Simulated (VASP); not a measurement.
Set up this calculation in VASP 6.6.1, as the native input.

- Task: single point
- Functional: PBE
- Potentials or basis: VASP PAW PBE potentials, release 64 (Ni, O)
- Cutoff: 520 eV
- k mesh: 11 × 11 × 11
- Occupations: gaussian, width 0.03 eV
- Spin: collinear spin, ferromagnetic start
- Starting moments: [1.0, 0.0] μB
- Further INCAR settings: ALGO = Fast; EDIFF = 1e-06; NBANDS = 19

The structure of NiO lies in POSCAR:

```
NiO
1.0
    0.0000000000      2.0859016414      2.0859016414
    2.0859016414      0.0000000000      2.0859016414
    2.0859016414      2.0859016414      0.0000000000
Ni O
1 1
Direct
    0.0000000000      0.0000000000      0.0000000000
    0.5000000000      0.5000000000      0.5000000000
```

These files were run (other wordings do the same):

INCAR

```
PREC     = Accurate       # precision mode
ENCUT    = 520            # plane-wave cutoff, eV
EDIFF    = 1E-6           # SCF threshold, eV
ISMEAR   = 0              # smearing method
SIGMA    = 0.03           # smearing width, eV
LREAL    = F              # projectors in reciprocal space
LASPH    = T              # aspherical terms in the spheres
NELM     = 120            # most SCF steps
ALGO     = Fast           # electronic algorithm
ISIF     = 2              # what is computed and relaxed
LWAVE    = F              # write WAVECAR
LCHARG   = F              # write CHGCAR
ISPIN    = 2              # spin polarisation
MAGMOM   = 1 0            # initial moments
LORBIT   = 11             # projections on sites
LMAXMIX  = 4              # l up to which the mixer works
GGA      = PE             # functional
NBANDS   = 19             # bands
```

KPOINTS

```
regular mesh
0
Gamma
  11 11 11
```

Potentials or basis: VASP PAW PBE potentials, release 64 (Ni, O).

Command:

```console
$ cat potpaw_PBE.64/Ni/POTCAR potpaw_PBE.64/O/POTCAR > POTCAR
$ mpirun -np 1 vasp_std > vasp.out
```

It gave:

The pressure is 6.1 GPa. The band gap on the k mesh is none (metal or under the smearing width). The net moment is 1.76 μB per cell and the site moments are Ni +1.45; O +0.27 μB. The valence electrons inside the program's atomic spheres are Ni 8.99; O 4.98.

Caveat: a cell with one magnetic atom can't hold antiferromagnetic order, which such compounds often take; semilocal functionals often make such compounds metallic where correlation or magnetic order opens a gap, which also shifts bond lengths.

Run time: 20 s on 1 thread of Intel(R) Xeon(R) 6975P-C (Granite Rapids), with other jobs on the host, peak memory 0.16 GiB.
